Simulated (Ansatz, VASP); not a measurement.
## PbSe: VASP beside Ansatz

The input INCAR:

```
SYSTEM = PbSe
ALGO = Normal ; EDIFF = 1E-7
ENCUT = 520 ; GGA = PE
ISIF = 2 ; ISMEAR = 0
IVDW = 12 ; LASPH = .TRUE.
LCHARG = .FALSE. ; LREAL = .FALSE.
LWAVE = .FALSE. ; NBANDS = 17
NELM = 100 ; PREC = Accurate
SIGMA = 0.03
```

Contents of KPOINTS:

```
k-points
0
G
  10 10 10
  0 0 0
```

Contents of POSCAR:

```
PbSe
1.0
    0.0000000000      3.1846360000      2.8171780000
    3.1846360000      0.0000000000      2.8171780000
    3.1846360000      3.1846360000      0.0000000000
Pb Se
1 1
Direct
    0.0000000000      0.0000000000      0.0000000000
    0.5000000000      0.5000000000      0.5000000000
```

Input for Ansatz:

```yaml
crystal:
  lattice:
    - [0.0, 3.184636, 2.817178]
    - [3.184636, 0.0, 2.817178]
    - [3.184636, 3.184636, 0.0]
  atoms:
    - { symbol: Pb, position: [0.0, 0.0, 0.0] }
    - { symbol: Se, position: [0.5, 0.5, 0.5] }
basis:
  ecutwfc: 420
kpoints:
  mp_grid: { grid: [10, 10, 10] }
hamiltonian:
  xc: pbe
  dispersion: d3bj
scf:
  occupations: { method: gaussian, width: 0.03 }
output:
  forces: true
  stress: true
  eigenvalues: true
```

Change from the starting cell: strain +0.040 along x and y, -0.080 along z, atoms carried along.

Alike in both runs: task single point; functional PBE; dispersion D3(BJ); k mesh 10 × 10 × 10; occupations gaussian, width 0.03 eV; no spin polarisation.

|  | VASP | Ansatz |
| --- | --- | --- |
| version | VASP 6.6.1 | Ansatz 0.2.0 |
| potentials or method | VASP PAW PBE potentials, release 64 (Pb_d, Se) | scalar-relativistic, plane waves, PAW |
| plane-wave cutoff (eV) | 520 | 420 |
| valence electrons in the cell | 20 | 30 |

|  | VASP | Ansatz | Ansatz less VASP |
| --- | --- | --- | --- |
| gap on the k mesh at the Fermi level (eV) | 0.19 | 0.19 | +0.003 |
| least direct gap on the mesh (eV) | 0.19 | 0.19 | +0.003 |
| pressure (GPa) | 2.9 | 2.9 | +0.01 |
| largest component of the traceless stress (GPa) | 13.24 | 13.21 | -0.029 |

The two sets of potentials don't hold the same shells in valence.

Caveats: spin-orbit coupling is left out, which as a rule narrows the gap of such compounds by several tenths of an eV. A k mesh can miss the band edges.
